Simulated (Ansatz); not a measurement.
Input and command of a plane-wave DFT calculation in Ansatz:

```yaml
crystal:
  lattice:
    - [-1.5248602598, 1.5248602598, 1.605116063]
    - [1.5248602598, -1.5248602598, 1.605116063]
    - [1.5248602598, 1.5248602598, -1.605116063]
  atoms:
    - { symbol: Ti, position: [0.0, 0.0, 0.0] }
basis:
  ecutwfc: 420
kpoints:
  mp_grid: { grid: [26, 26, 26] }
hamiltonian:
  xc: pbesol
scf:
  occupations: { method: gaussian, width: 0.15 }
output:
  forces: true
  stress: true
  eigenvalues: true
```

```bash
ansatz run input.yaml --threads 2 --pin off --max-ram 5120MiB --backend cpu --events-out ev --progress --plain --runs-dir out
```

Processor: Oxide Virtual Turin-like Processor (Zen 5), 2 threads, on a host shared with other jobs.

**Question.** How long does it run, and how much memory does it take?

**Answer.** About 3.3 s on 2 threads of Oxide Virtual Turin-like Processor (Zen 5), on a shared host, peak memory 0.56 GiB. It solves 10 bands at 1330 k points (the mesh reduced by symmetry) with about 313 plane waves, in 6 SCF iterations.
